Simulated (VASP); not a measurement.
**Na: single point with PBE**

Crystal: Na.

```
Na
1.0
    -1.88829    1.88829    2.63728
     1.88829   -1.88829    2.63728
     1.88829    1.88829   -2.63728
Na
1
Direct
  0.00000 0.00000 0.00000
```

This isn't the form of Na at room conditions, which is bcc.

| Item | Value |
| --- | --- |
| Program | VASP 6.6.1 |
| Task | single point |
| Functional | PBE |
| Potentials or basis | VASP PAW PBE potentials, release 64 (Na_pv) |
| Cutoff | 520 eV |
| k mesh | 10 × 10 × 10 |
| Occupations | gaussian, width 0.02 eV |
| Spin | no spin polarisation |
| Further INCAR settings | ALGO = Normal; EDIFF = 1.00e-06; NBANDS = 10 |

```
Pressure               : -0.1 GPa
Band gap on the k mesh : none (metal or under the smearing width)
```

Stress tensor (GPa, compression positive):
```
 0.01  0.00  0.00
 0.00  0.01  0.00
 0.00  0.00 -0.46
```

Levels at points of the mesh, in eV from the Fermi level:
| k point | band 1 | band 2 | band 3 | band 4 | band 5 | band 6 | band 7 |
| --- | --- | --- | --- | --- | --- | --- | --- |
| (0.00, 0.00, 0.00) | -24.81 | -24.81 | -24.81 | -3.15 | 11.09 | 11.09 | 11.14 |
| (0.50, 0.00, 0.00) | -24.84 | -24.81 | -24.81 | 0.65 | 1.05 | 10.07 | 10.23 |
| (0.50, 0.50, 0.00) | -24.84 | -24.82 | -24.82 | 1.81 | 2.35 | 6.36 | 7.21 |
| (0.50, 0.50, 0.50) | -24.84 | -24.82 | -24.82 | 1.94 | 2.48 | 6.26 | 7.08 |

It took 15 s on 1 thread of Intel(R) Xeon(R) Platinum 8375C CPU @ 2.90GHz (Ice Lake), on a shared host, peak memory 0.17 GiB.
